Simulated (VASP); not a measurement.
A run of VASP 6.6.1:

File INCAR:

```
ALGO = Normal
EDIFF = 1E-6
ENCUT = 520
GGA = PE
ISIF = 2
ISMEAR = 0
LASPH = T
LCHARG = F
LREAL = F
LWAVE = F
NBANDS = 24
NELM = 100
PREC = Accurate
SIGMA = 0.02
```

KPOINTS

```
k-points
0
Gamma
  6 6 4
```

The input POSCAR:

```
KCl
1.0
    4.5114174587      0.0000000000      0.0000000000
   -2.2557087294      3.9070021264      0.0000000000
    0.0000000000      0.0000000000      7.3071765218
K Cl
2 2
Direct
    0.6666666700      0.3333333300      0.8760170000
    0.3333333300      0.6666666700      0.3760170000
    0.6666666700      0.3333333300      0.4989840000
    0.3333333300      0.6666666700      0.9989840000
```

Potentials or basis: VASP PAW PBE potentials, release 64 (K_sv, Cl).

The run is started by

```sh
$ cat potpaw_PBE.64/K_sv/POTCAR potpaw_PBE.64/Cl/POTCAR > POTCAR
$ mpirun -np 1 vasp_std > vasp.out
```

Hardware: 1 thread of Intel(R) Xeon(R) 6975P-C (Granite Rapids) (shared host).

How long does it take, and how much memory?

Run time: 31 s on 1 thread of Intel(R) Xeon(R) 6975P-C (Granite Rapids), with other jobs on the host, peak memory 0.25 GiB. Counts: scf iterations 15, k points 21.
